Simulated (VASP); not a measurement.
Write the native input for VASP 6.6.1 that does the following.

```
Task                   : relaxation of cell and atoms
Functional             : PBE
Potentials or basis    : VASP PAW PBE potentials, release 64 (Sr_sv, Ti_sv, O)
Cutoff                 : 600 eV
k mesh                 : 8 × 8 × 8
Occupations            : gaussian, width 0.02 eV
Spin                   : no spin polarisation
Further INCAR settings : ALGO = Normal; EDIFF = 1e-06; IBRION = 2; EDIFFG = -0.005; NSW = 80; ISIF = 3
```

The structure of SrTiO3 lies in POSCAR:

```
SrTiO3
1.0
    3.9127013000      0.0000000000      0.0000000000
    0.0000000000      3.9127013000      0.0000000000
    0.0000000000      0.0000000000      3.9127013000
Sr Ti O
1 1 3
Direct
    0.0000000000      0.0000000000      0.0000000000
    0.5000000000      0.5000000000      0.5000000000
    0.5000000000      0.0000000000      0.5000000000
    0.5000000000      0.5000000000      0.0000000000
    0.0000000000      0.5000000000      0.5000000000
```

The cell is a database's computed one.

The input as run:

INCAR

```
ALGO = Normal ; EDIFF = 1E-6
EDIFFG = -0.005 ; ENCUT = 600
GGA = PE ; IBRION = 2
ISIF = 3 ; ISMEAR = 0
KPAR = 4 ; LASPH = T
LCHARG = F ; LREAL = F
LWAVE = F ; NELM = 120
NSW = 80 ; PREC = Accurate
SIGMA = 0.02
```

KPOINTS

```
k-points
0
Gamma
  8 8 8
```

Potentials or basis: VASP PAW PBE potentials, release 64 (Sr_sv, Ti_sv, O).

Launch:

```sh
$ cat potpaw_PBE.64/Sr_sv/POTCAR potpaw_PBE.64/Ti_sv/POTCAR potpaw_PBE.64/O/POTCAR > POTCAR
$ mpirun -np 4 vasp_std > vasp.out
```

It gave:

```
Relaxed volume                         : 12.23 Å³/atom
Relaxed cell                           : a = 3.940 Å, b = 3.940 Å, c = 3.940 Å, α = 90.00°, β = 90.00°, γ = 90.00°
Space group after relaxing (to 0.05 Å) : Pm-3m (No. 221)
Energy gained by relaxing              : 2.8 meV/atom
Ionic steps                            : 3
Pressure after relaxing                : 0.0 GPa
Band gap on the k mesh                 : 1.81 eV, indirect (least direct gap 2.18 eV)
```

It took 37 s on 4 MPI ranks on AMD EPYC 9R45 96-Core Processor (Zen 5), with other jobs on the host, peak memory 0.22 GiB a rank.
